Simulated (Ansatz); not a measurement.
# BAs: the cell at several levels of theory

One table from this session's results is given with a row withheld; the runs are named, their logs left out.

The runs shown are made with Ansatz 0.2.0. PAW datasets, plane waves, zero pressure. Spin-unpolarised throughout; all numbers are computed.

**The cell**

The symmetry is F-43m (No. 216, cubic); a = 4.777 Å in the conventional setting, 13.63 Å³ an atom. Around B lie 4 As at 2.07 Å; around As lie 4 B at 2.07 Å.

As a file:

```cif
data_structure
_symmetry_space_group_name_H-M 'F-43m'
_symmetry_Int_Tables_number 216
_cell_length_a 4.7770
_cell_length_b 4.7770
_cell_length_c 4.7770
_cell_angle_alpha 90.000
_cell_angle_beta 90.000
_cell_angle_gamma 90.000
_cell_volume 109.01
loop_
_atom_site_label
_atom_site_type_symbol
_atom_site_symmetry_multiplicity
_atom_site_Wyckoff_symbol
_atom_site_fract_x
_atom_site_fract_y
_atom_site_fract_z
_atom_site_occupancy
B1 B 4 a 0.00000 0.00000 0.00000 1
As1 As 4 d 0.25000 0.25000 0.75000 1
```

The first run:

Input file input.yaml:

```yaml
crystal:
  lattice:
    - [0.0, 2.3885, 2.3885]
    - [2.3885, 0.0, 2.3885]
    - [2.3885, 2.3885, 0.0]
  atoms:
    - { symbol: B, position: [0.0, 0.0, 0.0] }
    - { symbol: As, position: [0.25, 0.25, 0.25] }
kpoints:
  mp_grid: { grid: [8, 8, 8] }
hamiltonian:
  xc: pbe
scf:
  occupations: { method: fermi_dirac, width: 0.02 }
relax:
  f_tol: 0.005
  cell: {}
```

Started as:

```sh
$ ansatz run input.yaml --threads 1 --pin off --max-ram 2304MiB --backend cpu --events-out ev --progress --plain --runs-dir out
```

Among the steps run: Relaxation with PBE; Relaxing with r2SCAN; Relaxation with PBEsol; Relaxing with LDA; HSE06: cell and atoms.

One of the session's tables, all rows but one given; the rest of the session is left out.

```
 level  a (Å)  volume (Å³/atom)
   PBE      ?                 ?
r2SCAN  4.784            13.684
PBEsol  4.768            13.546
   LDA  4.733            13.249
 HSE06  4.772            13.585
```

Q: Estimate the row for PBE from the others.

**Answer.** a (Å): 4.809; volume (Å³/atom): 13.900. In the column «a (Å)» it is the highest.
